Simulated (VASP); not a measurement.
# Al2Cu (I4/mmm) in VASP: reference runs

Aim: a first look at Al2Cu with PBEsol, on the cell as given and on a disturbed one, and energy against volume gives the equilibrium volume and stiffness.

All numbers are computed with VASP 6.6.1; they aren't measurements. Logs are shortened: lines on timing, memory, paths and dates and some standing lists are left out, and cuts for length are marked.

## Step 1: Starting point

The structure is tetragonal, space group I4/mmm (No. 139). The conventional cell has a = 4.061 Å, b = 4.061 Å, c = 5.702 Å, α = 90.00°, β = 90.00°, γ = 90.00°. Cu (site symmetry 4/mmm) has 8 Al at 2.48 Å as nearest neighbours. Al (site symmetry -4m2) is surrounded by 4 Cu at 2.48 Å and 2 Al at 2.85 Å.

The cell comes from a database or a generator and needn't be the stable form of this composition.

## Step 2: Single point, PBEsol

Contents of INCAR:

```
PREC     = Accurate       # precision mode
ENCUT    = 520            # plane-wave cutoff, eV
EDIFF    = 1E-7           # SCF threshold, eV
ISMEAR   = -1             # smearing method
SIGMA    = 0.05           # smearing width, eV
LREAL    = False          # projectors in reciprocal space
LASPH    = True           # aspherical terms in the spheres
NELM     = 60             # most SCF steps
ALGO     = Normal         # electronic algorithm
ISIF     = 2              # what is computed and relaxed
LWAVE    = False          # write WAVECAR
LCHARG   = True           # write CHGCAR
GGA      = PS             # functional
LELF     = True           # ELF
LVHAR    = True         
NBANDS   = 16             # bands
```

Contents of KPOINTS:

```
Automatic mesh
0
Gamma
  9 9 9
```

Contents of POSCAR:

```
Al2Cu
1.0
   -2.0303375000      2.0303375000      2.8510940000
    2.0303375000     -2.0303375000      2.8510940000
    2.0303375000      2.0303375000     -2.8510940000
Cu Al
1 2
Direct
    0.5000000000      0.5000000000      0.0000000000
    0.2500000000      0.7500000000      0.5000000000
    0.7500000000      0.2500000000      0.5000000000
```

Potentials or basis: VASP PAW PBE potentials, release 64 (Cu, Al).

On the command line:

```
$ cat potpaw_PBE.64/Cu/POTCAR potpaw_PBE.64/Al/POTCAR > POTCAR
$ mpirun -np 1 vasp_std > vasp.out
```

OUTCAR:

```text
PREC = Accurate
   ENCUT = 520
   EDIFF = 1E-7
   ISMEAR = -1
   LREAL = False
   LASPH = True
   NELM = 60
   ISIF = 2
   GGA = PS

 ion  position               nearest neighbor table
   1  0.500  0.500  0.000-   2 2.48   3 2.48   2 2.48   3 2.48   2 2.48   3 2.48   2 2.48   3 2.48

   2  0.250  0.750  0.500-   1 2.48   1 2.48   1 2.48   1 2.48   3 2.85   3 2.85   3 2.87   3 2.87
                             3 2.87   3 2.87
   3  0.750  0.250  0.500-   1 2.48   1 2.48   1 2.48   1 2.48   2 2.85   2 2.85   2 2.87   2 2.87
                             2 2.87   2 2.87

  LATTYP: Found a body centered tetragonal cell.
 ALAT       =     4.0606750000
 C/A-ratio  =     1.4042463384

  Lattice vectors:

 A1 = (  -2.0303375000,   2.0303375000,   2.8510940000)
 A2 = (   2.0303375000,  -2.0303375000,   2.8510940000)
 A3 = (   2.0303375000,   2.0303375000,  -2.8510940000)

Analysis of symmetry for initial positions (statically):
=====================================================================
 Subroutine PRICEL returns:
 Original cell was already a primitive cell.

 Routine SETGRP: Setting up the symmetry group for a
 body centered tetragonal supercell.

 Subroutine GETGRP returns: Found 16 space group operations
 (whereof 16 operations were pure point group operations)
 out of a pool of 16 trial point group operations.

The static configuration has the point symmetry D_4h.

Analysis of symmetry for dynamics (positions and initial velocities):
=====================================================================
 Subroutine PRICEL returns:
 Original cell was already a primitive cell.

 Routine SETGRP: Setting up the symmetry group for a
 body centered tetragonal supercell.

 Subroutine GETGRP returns: Found 16 space group operations
 (whereof 16 operations were pure point group operations)
 out of a pool of 16 trial point group operations.

The dynamic configuration has the point symmetry D_4h.

 Subroutine INISYM returns: Found 16 space group operations
 (whereof 16 operations are pure point group operations),
 and found     1 'primitive' translations

----------------------------------------------------------------------------------------

                                     Primitive cell

  volume of cell :      47.0119

  direct lattice vectors                    reciprocal lattice vectors
    -2.030337500  2.030337500  2.851094000     0.000000000  0.246264476  0.175371279
     2.030337500 -2.030337500  2.851094000     0.246264476  0.000000000  0.175371279
     2.030337500  2.030337500 -2.851094000     0.246264476  0.246264476  0.000000000

  length of vectors
     4.046390703  4.046390703  4.046390703     0.302326442  0.302326442  0.348270562

  position of ions in fractional coordinates (direct lattice)
     0.500000000  0.500000000  0.000000000
     0.250000000  0.750000000  0.500000000
     0.750000000  0.250000000  0.500000000

  ion indices of the primitive-cell ions
   primitive index   ion index
                 1           1
                 2           2
                 3           3

----------------------------------------------------------------------------------------

 KPOINTS: Automatic mesh

Automatic generation of k-mesh.
 Grid dimensions read from file:
 generate k-points for:    9    9    9

 Generating k-lattice:

  Cartesian coordinates                     Fractional coordinates (reciprocal lattice)
     0.000000000  0.027362720  0.019485698     0.111111111  0.000000000  0.000000000
     0.027362720  0.000000000  0.019485698     0.000000000  0.111111111  0.000000000
     0.027362720  0.027362720  0.000000000     0.000000000  0.000000000  0.111111111

  Length of vectors
     0.033591827  0.033591827  0.038696729

  Shift w.r.t. Gamma in fractional coordinates (k-lattice)
     0.000000000  0.000000000  0.000000000

 Subroutine IBZKPT returns following result:
 ===========================================

 Found     75 irreducible k-points:

 Following reciprocal coordinates:
            Coordinates               Weight
  0.000000  0.000000  0.000000      1.000000
  0.111111  0.000000 -0.000000      8.000000
  0.222222  0.000000  0.000000      8.000000
  0.333333  0.000000 -0.000000      8.000000
  0.444444  0.000000  0.000000      8.000000
  0.111111  0.111111 -0.000000      8.000000
[... 16 lines left out ...]
 -0.333333  0.333333  0.000000      4.000000
  0.444444  0.444444  0.000000      8.000000
 [... further k-points ...]
   k-points           NKPTS =     75   k-points in BZ     NKDIM =     75   number of bands    NBANDS=     16
   number of dos      NEDOS =    301   number of ions     NIONS =      3
   total plane-waves  NPLWV =  27000
   dimension x,y,z NGX =    30 NGY =   30 NGZ =   30
   dimension x,y,z NGXF=    60 NGYF=   60 NGZF=   60
   ions per type =               1   2
   NGX,Y,Z   is equivalent  to a cutoff of  12.33, 12.33, 12.33 a.u.
   NGXF,Y,Z  is equivalent  to a cutoff of  24.65, 24.65, 24.65 a.u.
 SYSTEM =  unknown system
   PREC   = accura    normal or accurate (medium, high low for compatibility)
   ISTART =      0    job   : 0-new  1-cont  2-samecut
   ICHARG =      2    charge: 1-file 2-atom 10-const
   ISPIN  =      1    spin polarized calculation?
   LNONCOLLINEAR =      F non collinear calculations
   LSORBIT =      F    spin-orbit coupling
   LASPH  =      T    aspherical Exc in radial PAW
   ENCUT  =  520.0 eV  38.22 Ry    6.18 a.u.   7.52  7.52  7.52*2*pi/ulx,y,z
   NELM   =     60;   NELMIN=  2; NELMDL= -5     # of ELM steps
   EDIFF  = 0.1E-06   stopping-criterion for ELM
   LREAL  =      F    real-space projection
   EDIFFG = 0.1E-05   stopping-criterion for IOM
   NSW    =      0    number of steps for IOM
   IBRION =     -1    ionic relax: 0-MD 1-quasi-New 2-CG
   NFREE  =      0    steps in history (QN), initial steepest desc. (CG)
   ISIF   =      2    stress and relaxation
   ISYM   =      2    0-nonsym 1-usesym 2-fastsym
   POTIM  = 0.5000    time-step for ionic-motion
   TEBEG  =    0.0;   TEEND  =   0.0 temperature during run
   PSTRESS=    0.0 pullay stress
   NELECT =      17.0000    total number of electrons
   NUPDOWN=      -1.0000    fix difference up-down
   EMIN   =  10.00;   EMAX   =-10.00  energy-range for DOS
   EFERMI =   0.00;   METHOD = LEGACY
   ISMEAR =    -1;   SIGMA  =   0.05  broadening in eV -4-tet -1-fermi 0-gaus
   EFERMI_NEDOS =   21; number of points for ismear=-14 and -15
   IALGO  =     38    algorithm
   IMIX   =      4    mixing-type and parameters
     AMIX     =   0.40;   BMIX     =  1.00
     AMIX_MAG =   1.60;   BMIX_MAG =  1.00
  volume/ion in A,a.u.               =      15.67       105.75
  Fermi-wavevector in a.u.,A,eV,Ry     =   1.166331  2.204046 18.508385  1.360328
  Thomas-Fermi vector in A             =   2.302845
   LORBIT       =      0    0 simple, 1 ext, 2 COOP (PROOUT), +10 PAW based schemes
   GGA     = PS    functional components
   LHFCALC =     F    Hartree Fock is set to
   AEXX    =    0.0000 exact exchange contribution
   IVDW    =     0    specifies the selected vdW correction
   LEPSILON=     F    determine dielectric tensor
   LRPA    =     F    only Hartree local field effects (RPA)
 non-spin polarized calculation
  energy-cutoff  :      520.00
  volume of cell :       47.01
 maximum number of plane-waves:      1289
 NGX is ok and might be reduce to    30
   NGX = 15   NGY = 15   NGZ = 15

 number of electron      17.0000003 magnetization

 Free energy of the ion-electron system (eV)
  ---------------------------------------------------
  ext. energy  EPLUGINS =         0.00000000
  ---------------------------------------------------
  free energy    TOTEN  =       -13.00621576 eV

  energy without entropy =      -12.99320994  energy(sigma->0) =      -12.99971285

 E-fermi :   7.0675     XC(G=0): -10.6289

 val. band max:        7.0652852830   @ k =  -0.2222  -0.3333   0.1111
 cond. band min:       7.0772843351   @ k =   0.1111   0.1111  -0.0000
 fundamental gap:      0.0119990521
 Fermi energy:         7.0674573154

 k-point     1 :       0.0000    0.0000    0.0000
  band No.  band energies     occupation
      1      -3.2080      2.00000
      2       2.4602      2.00000
      3       2.4658      2.00000
      4       2.4658      2.00000
      5       3.0279      2.00000
      6       3.0372      2.00000
[... 8 lines left out ...]
     15      14.0245      0.00000
     16      14.2560      0.00000

 k-point     2 :       0.1111    0.0000   -0.0000
  band No.  band energies     occupation
      1      -3.0410      2.00000
      2       2.4094      2.00000
      3       2.4878      2.00000
      4       2.4910      2.00000
      5       3.0219      2.00000
      6       3.0307      2.00000
[... 8 lines left out ...]
     15      12.9748      0.00000
     16      13.7265      0.00000

 k-point     3 :       0.2222    0.0000    0.0000
  band No.  band energies     occupation
      1      -2.5452      2.00000
      2       2.2328      2.00000
      3       2.5464      2.00000
      4       2.5479      2.00000
      5       3.0190      2.00000
      6       3.0256      2.00000
[... 8 lines left out ...]
     15      13.0467      0.00000
     16      14.5141      0.00000

 k-point     4 :       0.3333    0.0000   -0.0000
  band No.  band energies     occupation
      1      -1.7417      2.00000
      2       1.7992      2.00000
      3       2.5924      2.00000
      4       2.5943      2.00000
      5       3.0468      2.00000
      6       3.0491      2.00000
[... 8 lines left out ...]
     15      14.5648      0.00000
     16      16.1996      0.00000
[... 324 lines left out ...]
 k-point    22 :      -0.4444    0.3333   -0.0000
  band No.  band energies     occupation
      1      -0.4645      2.00000
      2       1.9184      2.00000
      3       2.3806      2.00000
      4       2.8484      2.00000
      5       2.9194      2.00000
      6       3.1591      2.00000
[... 8 lines left out ...]
     15      17.5913      0.00000
     16      19.2343      0.00000

 k-point    23 :      -0.3333    0.3333    0.0000
  band No.  band energies     occupation
      1      -1.2458      2.00000
      2       2.0456      2.00000
      3       2.6367      2.00000
      4       2.7679      2.00000
      5       2.7787      2.00000
      6       3.1544      2.00000
[... 8 lines left out ...]
     15      17.1880      0.00000
     16      17.7381      0.00000

 k-point    24 :       0.4444    0.4444    0.0000
  band No.  band energies     occupation
      1       0.9532      2.00000
      2       1.2710      2.00000
      3       1.8519      2.00000
      4       2.9532      2.00000
      5       3.0174      2.00000
      6       3.1553      2.00000
[... 8 lines left out ...]
     15      17.7696      0.00000
     16      18.9633      0.00000

 [... further k-points ...]
[... 5 lines left out ...]
  --------------------------------------------------------------------------------------
  -------------------------------------------------------------------------------------
  Total        0.0183311      0.0183311      0.0646544      0.0000000     -0.0000000      0.0000000
  in kB        0.6247277      0.6247277      2.2034359      0.0000000     -0.0000000      0.0000000
  external PRESSURE =       1.1509637 kB  Pullay stress =       0.0000000 kB

 VOLUME and BASIS-vectors are now :
 -----------------------------------------------------------------------------
  energy-cutoff  :      520.00
  volume of cell :       47.01
      direct lattice vectors                 reciprocal lattice vectors
    -2.030337500  2.030337500  2.851094000     0.000000000  0.246264476  0.175371279
     2.030337500 -2.030337500  2.851094000     0.246264476  0.000000000  0.175371279
     2.030337500  2.030337500 -2.851094000     0.246264476  0.246264476  0.000000000

 POSITION                                       TOTAL-FORCE (eV/Angst)
 -----------------------------------------------------------------------------------
      0.00000      0.00000      2.85109         0.000000      0.000000      0.000000
      2.03034      0.00000      1.42555         0.000000      0.000000     -0.000000
      0.00000      2.03034      1.42555        -0.000000     -0.000000      0.000000
 -----------------------------------------------------------------------------------
    total drift:                                0.000000     -0.000000      0.000000

  FREE ENERGIE OF THE ION-ELECTRON SYSTEM (eV)
  ---------------------------------------------------
  free  energy   TOTEN  =       -13.0062157632 eV

  energy  without entropy=      -12.9932099440  energy(sigma->0) =      -12.99971285
```

It took 90 s on 1 thread of Intel Xeon Platinum 8488C (Sapphire Rapids), shared host; peak memory 0.2 GiB.

Results:

* Free energy: -13.0062 eV
* Pressure: 0.1 GPa
* Band gap on the k mesh: none (metal or under the smearing width)

Stress tensor (GPa, compression positive):
```
0.06 0.00 0.00
0.00 0.06 0.00
0.00 0.00 0.22
```

Caveat: the PAW data sets were made with another functional, which shifts forces and pressure a little.

## Step 3: Equation of state, PBEsol, 14.73 Å³/atom (volume scaled by 0.94)

INCAR: that of step 2 with these lines changed.

```diff
@@ -11,6 +11,4 @@
 LWAVE    = False          # write WAVECAR
-LCHARG   = True           # write CHGCAR
+LCHARG   = False          # write CHGCAR
 GGA      = PS             # functional
-LELF     = True           # ELF
-LVHAR    = True         
 NBANDS   = 16             # bands
```

KPOINTS is that of step 2.

Contents of POSCAR:

```
Al2Cu
1.0
   -1.9888904110      1.9888904110      2.7928920770
    1.9888904110     -1.9888904110      2.7928920770
    1.9888904110      1.9888904110     -2.7928920770
Cu Al
1 2
Direct
    0.5000000000      0.5000000000      0.0000000000
    0.2500000000      0.7500000000      0.5000000000
    0.7500000000      0.2500000000      0.5000000000
```

Potentials or basis: VASP PAW PBE potentials, release 64 (Cu, Al).

On the command line:

```
$ cat potpaw_PBE.64/Cu/POTCAR potpaw_PBE.64/Al/POTCAR > POTCAR
$ mpirun -np 1 vasp_std > vasp.out
```

Wall time 60 s (1 thread of Intel Xeon Platinum 8488C (Sapphire Rapids), shared host); peak memory 0.2 GiB.

The run converged. Its results:

```
Free energy            : -12.9413 eV
Pressure               : 7.5 GPa
Band gap on the k mesh : none (metal or under the smearing width)
```

Caveat: the PAW data sets were made with another functional, which shifts forces and pressure a little.

## Step 4: Equation of state, PBEsol, 15.04 Å³/atom (volume scaled by 0.96)

INCAR is that of step 3.

KPOINTS is that of step 3.

Contents of POSCAR:

```
Al2Cu
1.0
   -2.0028971430      2.0028971430      2.8125609791
    2.0028971430     -2.0028971430      2.8125609791
    2.0028971430      2.0028971430     -2.8125609791
Cu Al
1 2
Direct
    0.5000000000      0.5000000000      0.0000000000
    0.2500000000      0.7500000000      0.5000000000
    0.7500000000      0.2500000000      0.5000000000
```

On the command line:

```
$ cat potpaw_PBE.64/Cu/POTCAR potpaw_PBE.64/Al/POTCAR > POTCAR
$ mpirun -np 1 vasp_std > vasp.out
```

Run time: 73 s. Hardware: 1 thread of Intel Xeon Platinum 8488C (Sapphire Rapids), shared host; peak memory 0.2 GiB.

The run converged. Its results:

* Free energy: -12.9776 eV
* Pressure: 4.7 GPa
* Band gap on the k mesh: none (metal or under the smearing width)

Caveat: the PAW data sets were made with another functional, which shifts forces and pressure a little.

## Step 5: Equation of state, PBEsol, 15.36 Å³/atom (volume scaled by 0.98)

INCAR is that of step 4.

KPOINTS is that of step 4.

Contents of POSCAR:

```
Al2Cu
1.0
   -2.0167106632      2.0167106632      2.8319585644
    2.0167106632     -2.0167106632      2.8319585644
    2.0167106632      2.0167106632     -2.8319585644
Cu Al
1 2
Direct
    0.5000000000      0.5000000000      0.0000000000
    0.2500000000      0.7500000000      0.5000000000
    0.7500000000      0.2500000000      0.5000000000
```

On the command line:

```
$ cat potpaw_PBE.64/Cu/POTCAR potpaw_PBE.64/Al/POTCAR > POTCAR
$ mpirun -np 1 vasp_std > vasp.out
```

Run time: 94 s. Hardware: 1 thread of Intel Xeon Platinum 8488C (Sapphire Rapids), shared host; peak memory 0.2 GiB.

Results (log left out):

| Property | Result |
| --- | --- |
| Free energy | -12.9987 eV |
| Pressure | 2.3 GPa |
| Band gap on the k mesh | none (metal or under the smearing width) |

Caveat: the PAW data sets were made with another functional, which shifts forces and pressure a little.

## Step 6: Equation of state, PBEsol, 15.98 Å³/atom (volume scaled by 1.02)

INCAR is that of step 5.

KPOINTS is that of step 5.

Contents of POSCAR:

```
Al2Cu
1.0
   -2.0437838356      2.0437838356      2.8699759675
    2.0437838356     -2.0437838356      2.8699759675
    2.0437838356      2.0437838356     -2.8699759675
Cu Al
1 2
Direct
    0.5000000000      0.5000000000      0.0000000000
    0.2500000000      0.7500000000      0.5000000000
    0.7500000000      0.2500000000      0.5000000000
```

Potentials or basis: VASP PAW PBE potentials, release 64 (Cu, Al).

On the command line:

```
$ cat potpaw_PBE.64/Cu/POTCAR potpaw_PBE.64/Al/POTCAR > POTCAR
$ mpirun -np 1 vasp_std > vasp.out
```

It took 94 s on 1 thread of Intel Xeon Platinum 8488C (Sapphire Rapids), shared host; peak memory 0.2 GiB.

The run converged. Its results:

* Free energy: -13.0015 eV
* Pressure: -1.9 GPa
* Band gap on the k mesh: none (metal or under the smearing width)

Caveat: the PAW data sets were made with another functional, which shifts forces and pressure a little.

[end of part 1 of 2]
